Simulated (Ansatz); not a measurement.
**SnO2 monolayer (2H): modes against uniaxial strain along the armchair direction, normal to a, with the width clamped**

Wanted: the shifts of the zone-centre modes of SnO2 monolayer (2H) with strain.

Program: Ansatz 0.2.0. Level of theory: DFT PBE, scalar-relativistic, plane waves, PAW; PAW set soft_1. Results are calculated unless marked as measured.

### 1. Starting point

The cell holds 3 atoms: 1 Sn and 2 O. Its edges and angles: a = 3.320 Å, b = 3.320 Å, c = 28.700 Å, α = 90.0°, β = 90.0°, γ = 120.0°. Vacuum lies along c. The height across the vacuum is the one that the program set for its solve, not the one typed.

### 2. Bringing the structure to rest

Harmonic phonons are second derivatives at a point where the forces vanish, and they are wanted at zero stress, so atoms and cell are relaxed first. The program lengthens the typed cell of 20.0 Å along the normal to 28.7 Å, as its cut-off of the electrostatics needs, and moves no atom.

Input file input.yaml:

```yaml
crystal:
  lattice:
    - [3.32, 0.0, 0.0]
    - [-1.66, 2.8752, 0.0]
    - [0.0, 0.0, 20.0]
  atoms:
    - { symbol: Sn, position: [0.333333, 0.666667, 0.5] }
    - { symbol: O, position: [0.666667, 0.333333, 0.56125] }
    - { symbol: O, position: [0.666667, 0.333333, 0.43875] }
  periodic: [true, true, false]
kpoints:
  mp_grid: { grid: [15, 15, 1] }
hamiltonian:
  xc: pbe
  pseudopotentials: { kind: paw, azcp: { folder: soft_1 } }
scf:
  occupations: { method: gaussian, width: 0.1 }
output:
  forces: true
  stress: true
  eigenvalues: true
  write_density: true
  write_potential: true
  elf: true
  volumetric_format: npy
relax:
  adjacent_minimum: "off"
  f_tol: 0.005
  max_steps: 80
  cell: { stress_2d_tol: 0.02 }
```

Run with:

```bash
ansatz run input.yaml --threads 4 --pin off --max-ram 16384MiB --backend cpu --events-out ev --progress --plain --runs-dir out
```

Numbers of over 12 decimals in the logs are rounded to 6 here.

The program printed:

```text
Warning: crystal.periodic: the lattice vector that does not repeat stood 0.000° off the slab's normal, 20.000 Å along it as the deck builds it. The run solves the slab on a vector along the normal, 28.700 Å long, with every atom where it was (on the deck's vector they left 17.55 Å outside them, and the widest stretch free of ions among them is 1.23 Å). A fractional position that the run reports is one of the run's ce [...]
Warning: the atoms were moved onto the symmetric positions of the space group found under crystal.symmetry.tolerance 1.0e-5 (fractional; no operation is sought that the atoms, as they stand in a round, miss by more than twice it, and no atom is moved by as much as it), and the run uses the moved positions. Before a round's move an operation carried an atom to 4.43e-6 Å from where it should land, the largest such dist [...]
crystal.periodic: the lattice vector that does not repeat stood 0.000° off the slab's normal, 20.000 Å along it as the deck builds it. The run solves the slab on a vector along the normal, 28.700 Å long, with every atom where it was (on the deck's vector they left 17.55 Å outside them, and the widest stretch free of ions among them is 1.23 Å). A fractional position that the run reports is one of the run's cell, which [...]
Engine: ansatz 0.2.0, aarch64-unknown-linux-gnu
Pseudopotentials: kind: paw
Pseudopotential: Sn, paw, valence charge 14, recommended cutoff 420 eV (normal), soft_1/Sn.paw.azcp
Pseudopotential: O, paw, valence charge 6, recommended cutoff 420 eV (normal), soft_1/O.paw.azcp
Functional definition: PBE
  parameter kappa = 0.804
  parameter beta = 0.066725
  exchange = pbe_x(kappa = kappa, mu = beta*pi^2/3)
  correlation = pbe_c(beta = beta)
Crystal: 3 atoms, lattice volume = 273.961 Å³
Basis set: ecut = 420 eV, 5447 PW (Γ), exchange–correlation on 48×48×384 points (8 copies of the dense FFT grid, shifted against one another)
Bands: 17, of which v1, the nominal top of the filled ones, is band 13 counted from 1 (12 counted from 0)
Symmetry: 12 space group operations
Space group: P-6m2 (ITA 187), of the structure as read, at distance tolerance 6.5e-5 Å
k-points: 27 of 225 (time reversal used)
Non-local potential: Sn, projectors of the file, l = 0: 2, l = 1: 2, l = 2: 2, l = 3: 1
Non-local potential: O, projectors of the file, l = 0: 2, l = 1: 2, l = 2: 1
PAW form: soft (Blöchl's): semilocal exchange-correlation on the pseudo side does not see the compensation charge
PAW one-centre angular grid: Sn, 590 points (default); XC on 64 Gauss nodes
PAW one-centre angular grid: O, 110 points (default); XC on 64 Gauss nodes
Initial density: superposition of atomic densities (neutral atoms: chi_scale 0, normalization atom)
Initial wavefunctions: pseudopotential atomic-orbital guess
Functional: x = pbe(κ = 0.804, μ = 0.219515), c = pbe(β = 0.066725)
SCF iter   1: F=—  HF=-7159.805420 eV  |F-HF|=—  |Δ(HF+E_count)|=         —  Δρ=5.85e-2  dr2=1.22e1  ethr=3.10e-3  ⟨swp⟩=9.2  Hψ=3349  notcnv=0
preconditioner: auto → none  [insulator: Δε(μ)=1.614 eV  Ē_g=17.567 eV  σ=0.100 eV  W_gap=1.00  n_scr=16 (ndim 8)  ℏωp=11.4 eV  f_vac=0.800  D(μ)=0.00/eV (n_scr^D=0)  ε∞_Penn≈1.4]
SCF iter   2: F=—  HF=-7158.680015 eV  |F-HF|=—  |Δ(HF+E_count)|=    1.13e0  Δρ=5.87e-2  dr2=8.17e0  ethr=3.10e-3  ⟨swp⟩=5.6  Hψ=1832  notcnv=0
preconditioner: auto → LDOS  [insulator: Δε(μ)=0.262 eV  Ē_g=17.814 eV  σ=0.100 eV  W_gap=0.59  n_scr=16 (ndim 8)  ℏωp=11.4 eV  f_vac=0.808  D(μ)=3.30/eV (n_scr^D=12)  ε∞_Penn≈1.4  β→1.0]
SCF iter   3: F=—  HF=-7156.727032 eV  |F-HF|=—  |Δ(HF+E_count)|=    1.95e0  Δρ=6.00e-3  dr2=7.12e-2  ethr=3.10e-3  ⟨swp⟩=5.4  Hψ=1709  notcnv=0
SCF iter   4: F=—  HF=-7156.719180 eV  |F-HF|=—  |Δ(HF+E_count)|=   7.85e-3  Δρ=1.69e-3  dr2=6.96e-3  ethr=2.74e-4  ⟨swp⟩=3.6  Hψ=1236  notcnv=0
SCF iter   5: F=—  HF=-7156.717262 eV  |F-HF|=—  |Δ(HF+E_count)|=   1.92e-3  Δρ=4.18e-4  dr2=4.58e-4  ethr=2.68e-5  ⟨swp⟩=2.9  Hψ=853  notcnv=0
SCF iter   6: F=—  HF=-7156.717251 eV  |F-HF|=—  |Δ(HF+E_count)|=   1.13e-5  Δρ=1.05e-4  dr2=2.86e-5  ethr=1.76e-6  ⟨swp⟩=3.1  Hψ=1044  notcnv=0
SCF iter   7: F=—  HF=-7156.717223 eV  |F-HF|=—  |Δ(HF+E_count)|=   2.74e-5  Δρ=4.63e-5  dr2=4.86e-6  ethr=1.10e-7  ⟨swp⟩=3.0  Hψ=1033  notcnv=0
SCF iter   8: F=—  HF=-7156.717223 eV  |F-HF|=—  |Δ(HF+E_count)|=   4.26e-7  Δρ=7.85e-6  dr2=1.56e-7  ethr=1.87e-8  ⟨swp⟩=3.0  Hψ=960  notcnv=0
SCF iter   9: F=-7156.717223 eV  HF=-7156.717223 eV  |F-HF|=9.70e-9  |Δ(HF+E_count)|=   2.07e-7  Δρ=9.05e-7  dr2=1.88e-9  ethr=3.85e-10  ⟨swp⟩=21.4  Hψ=5392  notcnv=0
SCF 1 converged in 9 iterations: F = -7156.717223 eV  dr2 = 1.88e-9
  greatest PAW one-centre occupation: 0.994 electrons in one spin orbital (limit 2), on the Sn atom at site 0 (counted from 0), in its partial waves of l = 2
relax step   1: F+E_penalty+E_count = -7156.71722296 eV  Δ(F+E_penalty+E_count) = +0.000e0 eV  max|allowed force component| = 1.490e-1 eV/Å  Δτ_max = 0.0000 Å  P = -9.928 N/m  Ω = 273.961 Å³  fix = [c, alpha, beta]  reactions: c -0.000 N/m  (9 SCF iters, dr2 threshold 1.00e-7 eV, accepted)
Crystal: 3 atoms, lattice volume = 247.851 Å³
Basis set: ecut = 420 eV, 4811 PW (Γ), exchange–correlation on 48×48×384 points (8 copies of the dense FFT grid, shifted against one another)
Initial density: handed on by an earlier stage of this run
Initial wavefunctions: those handed on with the density
iter 1 solved again at ethr=1.84e-4 eV; its pass at ethr=3.10e-3 eV (dr2=4.80e-2 eV) is discarded
SCF iter   1: F=—  HF=-7157.069557 eV  |F-HF|=—  |Δ(HF+E_count)|=         —  Δρ=4.26e-3  dr2=4.82e-2  ethr=1.84e-4  ⟨swp⟩=2.3  Hψ=4120  notcnv=0
preconditioner: auto → none  [insulator: Δε(μ)=0.777 eV  Ē_g=18.174 eV  σ=0.100 eV  W_gap=1.00  n_scr=16 (ndim 8)  ℏωp=12.0 eV  f_vac=0.806  D(μ)=0.00/eV (n_scr^D=0)  ε∞_Penn≈1.4]
SCF iter   2: F=—  HF=-7157.065168 eV  |F-HF|=—  |Δ(HF+E_count)|=   4.39e-3  Δρ=3.64e-3  dr2=2.40e-2  ethr=1.84e-4  ⟨swp⟩=2.5  Hψ=837  notcnv=0
SCF iter   3: F=—  HF=-7157.059718 eV  |F-HF|=—  |Δ(HF+E_count)|=   5.45e-3  Δρ=1.17e-3  dr2=1.81e-3  ethr=9.24e-5  ⟨swp⟩=3.0  Hψ=955  notcnv=0
SCF iter   4: F=—  HF=-7157.059666 eV  |F-HF|=—  |Δ(HF+E_count)|=   5.21e-5  Δρ=2.37e-4  dr2=4.96e-5  ethr=6.95e-6  ⟨swp⟩=3.1  Hψ=1091  notcnv=0
SCF iter   5: F=—  HF=-7157.059689 eV  |F-HF|=—  |Δ(HF+E_count)|=   2.31e-5  Δρ=3.72e-5  dr2=1.60e-6  ethr=1.91e-7  ⟨swp⟩=3.8  Hψ=1115  notcnv=0
SCF iter   6: F=-7157.059690 eV  HF=-7157.059690 eV  |F-HF|=1.62e-7  |Δ(HF+E_count)|=   1.24e-6  Δρ=1.16e-5  dr2=1.20e-7  ethr=1.15e-9  ⟨swp⟩=23.3  Hψ=6114  notcnv=0
SCF 2 converged in 6 iterations: F = -7157.059690 eV  dr2 = 1.20e-7
[...]
SCF iter   6: F=—  HF=-7156.528005 eV  |F-HF|=—  |Δ(HF+E_count)|=   7.63e-5  Δρ=4.28e-5  dr2=3.00e-6  ethr=3.03e-7  ⟨swp⟩=3.0  Hψ=961  notcnv=0
SCF iter   7: F=-7156.528004 eV  HF=-7156.528004 eV  |F-HF|=1.43e-7  |Δ(HF+E_count)|=   7.30e-7  Δρ=7.37e-6  dr2=8.79e-8  ethr=1.15e-9  ⟨swp⟩=26.7  Hψ=7291  notcnv=0
SCF 3 converged in 7 iterations: F = -7156.528004 eV  dr2 = 8.79e-8
  greatest PAW one-centre occupation: 0.996 electrons in one spin orbital (limit 2), on the Sn atom at site 0 (counted from 0), in its partial waves of l = 2
relax step   3: F+E_penalty+E_count = -7156.52800398 eV  Δ(F+E_penalty+E_count) = +5.317e-1 eV  max|allowed force component| = 4.001e0 eV/Å  Δτ_max = 0.1730 Å  P = +12.302 N/m  Ω = 223.069 Å³  energy of the carried Pulay correction = +1.660e-2 eV  fix = [c, alpha, beta]  (7 SCF iters, dr2 threshold 3.00e-7 eV, rejected (line search))
[...]
relax step   4: F+E_penalty+E_count = -7157.15446229 eV  Δ(F+E_penalty+E_count) = -9.477e-2 eV  max|allowed force component| = 2.212e-1 eV/Å  Δτ_max = 0.0615 Å  P = -0.318 N/m  Ω = 240.433 Å³  energy of the carried Pulay correction = +1.057e-2 eV  fix = [c, alpha, beta]  reactions: c -0.000 N/m  (11 SCF iters, accepted)
[...]
relax step   5: F+E_penalty+E_count = -7157.15745780 eV  Δ(F+E_penalty+E_count) = -2.996e-3 eV  max|allowed force component| = 7.181e-3 eV/Å  Δτ_max = 0.0100 Å  P = +0.068 N/m  Ω = 239.250 Å³  energy of the carried Pulay correction = +1.096e-2 eV  fix = [c, alpha, beta]  reactions: c +0.000 N/m  (5 SCF iters, dr2 threshold 3.00e-7 eV, accepted)
[...]
relax step   6: F+E_penalty+E_count = -7157.15743184 eV  Δ(F+E_penalty+E_count) = +2.597e-5 eV  max|allowed force component| = 3.786e-4 eV/Å  Δτ_max = 0.0002 Å  P = +0.016 N/m  Ω = 239.363 Å³  energy of the carried Pulay correction = +1.093e-2 eV  fix = [c, alpha, beta]  reactions: c +0.000 N/m  (5 SCF iters, dr2 threshold 7.40e-9 eV, accepted)
[...]
relax step   7: F+E_penalty+E_count = -7157.15278171 eV  Δ(F+E_penalty+E_count) = +4.650e-3 eV  max|allowed force component| = 7.446e-4 eV/Å  Δτ_max = 0.0000 Å  P = -0.122 N/m  Ω = 239.363 Å³  fix = [c, alpha, beta]  reactions: c -0.000 N/m  stress off target by 1.22e-1 N/m on what of the cell is left free  SCF on the basis re-selected at this cell (its energy is not comparable with the rows above)  (8 SCF iters)
[...]
relax step   8: F+E_penalty+E_count = -7157.15291391 eV  Δ(F+E_penalty+E_count) = -1.322e-4 eV  max|allowed force component| = 3.331e-4 eV/Å  Δτ_max = 0.0001 Å  P = -0.003 N/m  Ω = 239.088 Å³  energy of the carried Pulay correction = +9.517e-5 eV  fix = [c, alpha, beta]  reactions: c -0.000 N/m  (4 SCF iters, dr2 threshold 2.39e-8 eV, accepted)
iter 1 solved again at ethr=1.16e-7 eV; its pass at ethr=3.10e-3 eV (dr2=3.02e-5 eV) is discarded
SCF iter   1: F=—  HF=-7157.152772 eV  |F-HF|=—  |Δ(HF+E_count)|=         —  Δρ=4.68e-6  dr2=1.22e-8  ethr=1.16e-7  ⟨swp⟩=6.9  Hψ=6612  notcnv=0
eigensolver tolerance schedule: the retry pair's looser diagonalisation over-reported the residual by 2466.82 of it (diagonalisation noise at 0.10 of the residual, at the tolerance the schedule requests for it); recorded, not acted on — ethr = c·dr2/N_el stays at c = 1.0e-1
preconditioner: auto → none  [insulator: Δε(μ)=0.650 eV  Ē_g=18.663 eV  σ=0.100 eV  W_gap=1.00  n_scr=16 (ndim 8)  ℏωp=12.2 eV  f_vac=0.810  D(μ)=0.00/eV (n_scr^D=0)  ε∞_Penn≈1.4]
SCF iter   2: F=—  HF=-7157.152803 eV  |F-HF|=—  |Δ(HF+E_count)|=   3.07e-5  Δρ=1.98e-6  dr2=3.44e-9  ethr=4.71e-11  ⟨swp⟩=5.3  Hψ=1601  notcnv=0
SCF iter   3: F=—  HF=-7157.152803 eV  |F-HF|=—  |Δ(HF+E_count)|=   1.39e-9  Δρ=7.77e-7  dr2=4.65e-10  ethr=1.32e-11  ⟨swp⟩=3.3  Hψ=818  notcnv=0
SCF iter   4: F=—  HF=-7157.152803 eV  |F-HF|=—  |Δ(HF+E_count)|=  1.82e-10  Δρ=2.08e-7  dr2=1.08e-10  ethr=1.79e-12  ⟨swp⟩=3.3  Hψ=956  notcnv=0
SCF iter   5: F=—  HF=-7157.152803 eV  |F-HF|=—  |Δ(HF+E_count)|=  3.64e-12  Δρ=8.81e-8  dr2=1.36e-11  ethr=1.00e-12  ⟨swp⟩=1.9  Hψ=666  notcnv=0
SCF iter   6: F=-7157.152803 eV  HF=-7157.152803 eV  |F-HF|=5.46e-12  |Δ(HF+E_count)|=    0.00e0  Δρ=3.66e-8  dr2=2.08e-12  ethr=1.00e-12  ⟨swp⟩=16.6  Hψ=4111  notcnv=0
SCF 9 converged in 6 iterations: F = -7157.152803 eV  dr2 = 2.08e-12
relax step   9: F+E_penalty+E_count = -7157.15280276 eV  Δ(F+E_penalty+E_count) = +1.112e-4 eV  max|allowed force component| = 3.937e-4 eV/Å  Δτ_max = 0.0000 Å  P = -0.005 N/m  Ω = 239.088 Å³  fix = [c, alpha, beta]  reactions: c -0.000 N/m  stress off target by 4.76e-3 N/m on what of the cell is left free  SCF on the basis re-selected at this cell (its energy is not comparable with the rows above)  (6 SCF iters)
basis re-selected at this cell: Δ(F+E_penalty+E_count) = +1.112e-4 eV, ΔP = -0.002 N/m vs the last step (what re-selecting the basis moved, of the pressure what is left beyond the Pulay correction that the steps carried, after the strain that the cell walked since its last selection, with what the two solves' SCF thresholds leave and, on support functions, any second-order correction that the steps lacked; it is no m [...]
WARN: The output density's exchange-correlation potential varies sharply where the density is thin. Do not read a vacuum level from v_tot or v_xc, or from such a field of the output density. On a cell that repeats whose density bears no net charge and no dipole along the vacuum's axis use v_es (v_loc + v_h of the components); under efield.dipole_correction with no amplitude use v_es + v_field, which holds any externa [...]
SCF converged after 6 iterations
Free energy (F): -7157.152803 eV
Harris-Foulkes:  -7157.152803 eV  (|F-HF|=5.46e-12)
Internal energy: -7157.152803 eV  (E = F + TS)
E sigma→0 (E₀):  -7157.152803 eV
Entropy (-TS):   -0.000000 eV (-0.000 meV/atom)
Fermi energy:    -8.110174 eV
--- Per-component energies (eV) ---
  E_band       = -525.917025
  E_kinetic    = 503.439749
  E_local      = -46079.604720  (includes V_loc(G=0)·N_el)
  E_nonlocal   = 249.414224
  E_hartree    = 22737.435717
  E_xc         = -267.488480
  E_vxc        = -261.181817  (∫ρ·V_xc dr)
  E_paw        = -4696.752418  (= ΣΔE_a)
  E_vpaw       = -412.857595  (= ΣTr[D̂ρ^β])
  E_aug_tail   = 0.001687  (compensation charges beyond the density's cutoff)
  E_ewald      = 20396.401439
  E_smearing   = -0.000000  (= −TS)
  E_closure    = -0.000000  (closes the sum)
  Σ components = -7157.152803   (vs F -7157.152803, Δ=0.00e0)
--- Forces (eV/Å), atoms counted from 1 ---
  atom   1  Sn     0.00000000     0.00000000     0.00000000
  atom   2  O      0.00000000    -0.00000000    -0.00039368
  atom   3  O      0.00000000    -0.00000000     0.00039368
  max |Σ_I F_I| component: 1.85e-17 eV/Å
--- 2D stress c σ (N/m, compression-positive) ---
       -0.004755       0.000000       0.000000
        0.000000      -0.004755       0.000000
        0.000000       0.000000       0.000000
  P = ½ c Tr σ = -0.0048 N/m
--- Band table (eV; the first three rows and the last of 27) ---
  k-point 0: bands = [... 9 lower, -9.8232, -9.2641, -9.2641, -9.1263, -7.8015, -2.7604, -0.3422, -0.1031]
  k-point 1: bands = [... 9 lower, -9.8835, -9.4393, -9.2718, -9.0976, -7.5176, -2.5418, -0.2633, -0.0113]
  k-point 2: bands = [... 9 lower, -10.0514, -9.8809, -9.2936, -9.0249, -6.9339, -1.9684, -0.0517, 0.2632]
  k-point 26: bands = [... 9 lower, -11.6917, -11.4613, -10.3730, -8.4516, -3.7964, -3.6211, 1.2365, 1.9065]
--- Relaxed structure (7 steps of the walk, 6 accepted, 2 SCFs on fresh bases) ---
  F+E_penalty+E_count = -7157.15280276 eV   max|allowed force component| = 3.937e-4 eV/Å   (the final SCF, on the basis selected at the relaxed cell)
  cell:  # Å, volume = 239.0884 Å³
    - [3.101509, 0, 0.0]
    - [-1.550754, 2.685985, 0.0]
    - [0.0, 0.0, 28.700000]
  atoms:
    - { symbol: Sn, position: [0.333333, 0.666667, 0.348432] }
    - { symbol: O, position: [0.666667, 0.333333, 0.391298] }
    - { symbol: O, position: [0.666667, 0.333333, 0.305566] }
```

Run time: 37 s. Hardware: 4 threads of Arm Neoverse V1, shared host; peak memory 0.57 GiB.

The steps of the relaxation:

```csv
step,energy less that of the first step (eV),largest force component (eV/Å),volume (Å³)
1,0.0000,0.1490,273.96
2,-0.3425,1.1153,247.85
3,0.1892,4.0012,223.07
4,-0.4372,0.2212,240.43
5,-0.4402,0.0072,239.25
6,-0.4402,0.0004,239.36
7*,-0.4356,0.0007,239.36
8,-0.4357,0.0003,239.09
9*,-0.4356,0.0004,239.09
```

Relaxation steps marked * repeat the geometry before them on a plane-wave basis chosen anew for their cell, so energy and pressure can jump there. Relaxation step 3 was tried and not accepted.

The run keeps the 12 symmetry operations that it works with, so distortions that break them were not tested.

```csv
cell as run,before,after,change
a (Å),3.320,3.102,-6.6 %
b (Å),3.320,3.102,-6.6 %
```

Final coordinates:

```xyz
3
Lattice="3.1015 0.0000 0.0000 -1.5508 2.6860 0.0000 0.0000 0.0000 28.7000" Properties=species:S:1:pos:R:3
Sn    0.0000    1.7907   10.0000
O     1.5508    0.8953   11.2303
O     1.5508    0.8953    8.7697
```

This step gave:

```
gap on the k-mesh : 0.6501 eV
area per atom     : 2.777 Å²
```

Electrostatic potential energy in the ac plane at fractional y = 0.333, with atoms of O within 0.2 Å of it. With pseudopotentials it is smooth inside the atoms' cores, unlike the true potential.

Values in eV, 24 rows by 16 columns, each cell a mean:
```
  0   0   0   0   0   0   0   0   0   0   0   0   0   0   0   0
  0   0   0   0   0   0   0   0   0   0   0   0   0   0   0   0
  0   0   0   0   0   0   0   0   0   0   0   0   0   0   0   0
  0   0   0   0   0   0   0   0   0   0   0   0   0   0   0   0
  0   0   0   0   0   0   0   0   0   0   0   0   0   0   0   0
  0   0   0   0   0   0   0   0   0   0   0   0   0   0   0   0
  0   0   0   0   0   0   0   0   0   0   0   0   0   0   0   0
  0   0   0   0   0   0   0   0   0   0   0   0   0   0   0   0
  0   0   0   0   0   0   0   0   0   0   0   0   0   0   0   0
  0   0   0   0   0   0   0   0   0   0   0   0   0   0   0   0
  0   0   0   0   0   0   0   0   0   0   0   0   0   0   0   0
  0   0   0   0   0   0   0   0   0   0   0   0   0   0   0   0
  0   0   0   0   0   0   0   0   0   0   0   0   0   0   0   0
  0   0  -1  -1  -1   0   0   0  -1  -1  -2  -2  -1  -1   0   0
 -6  -6  -6  -6  -6  -6  -6 -11 -23 -27 -28 -28 -28 -25 -15  -6
-18 -23 -25 -26 -25 -21 -15 -11  -9  -9 -10 -10  -9  -9 -10 -13
 -7  -7  -8  -8  -8  -7  -7 -12 -23 -27 -28 -28 -27 -25 -16  -7
 -1  -1  -1  -1  -1  -1  -1  -1  -1  -3  -5  -5  -4  -2  -1  -1
  0   0   0   0   0   0   0   0   0   0   0   0   0   0   0   0
  0   0   0   0   0   0   0   0   0   0   0   0   0   0   0   0
  0   0   0   0   0   0   0   0   0   0   0   0   0   0   0   0
  0   0   0   0   0   0   0   0   0   0   0   0   0   0   0   0
  0   0   0   0   0   0   0   0   0   0   0   0   0   0   0   0
  0   0   0   0   0   0   0   0   0   0   0   0   0   0   0   0
```
Columns run along a (3.1 Å; values clipped at the 3rd and 97th percentile), rows up along c (28.7 Å). Atoms in or near the plane, at fractional coordinates: O at (0.67, 0.39), O at (0.67, 0.31).

ELF in the ac plane at fractional y = 0.333, with atoms of O within 0.2 Å of it. It is the smooth field of the valence electrons, not physical close to the nuclei.

Ten even steps from '0' (0.00) to '9' (0.81), each cell a mean:
```
0000000000000000
0000000000000000
0000000000000000
0000000000000000
0000000000000000
0000000000000000
0000000000000000
0000000000000000
0000000000000000
0000000000000000
0000000000000000
0000000000000000
0000000000000000
1000012456776643
4211137999879998
2222222344444432
4211136999778997
1000013567887754
0000000000000000
0000000000000000
0000000000000000
0000000000000000
0000000000000000
0000000000000000
```
Columns run along a (3.1 Å), rows up along c (28.7 Å). Atoms in or near the plane, at fractional coordinates: O at (0.67, 0.39), O at (0.67, 0.31).

(Part 1 of 3 ends here.)

[Logs are printed without paths, hosts, clocks, repeated set-up lines and the standing remarks that a program may print on its own settings, such as how far it seeks lower states.]

[Hosts, paths, dates, database ids (printed as entryN), source tags and the programs' standing remarks are cut or masked in the printed files.]
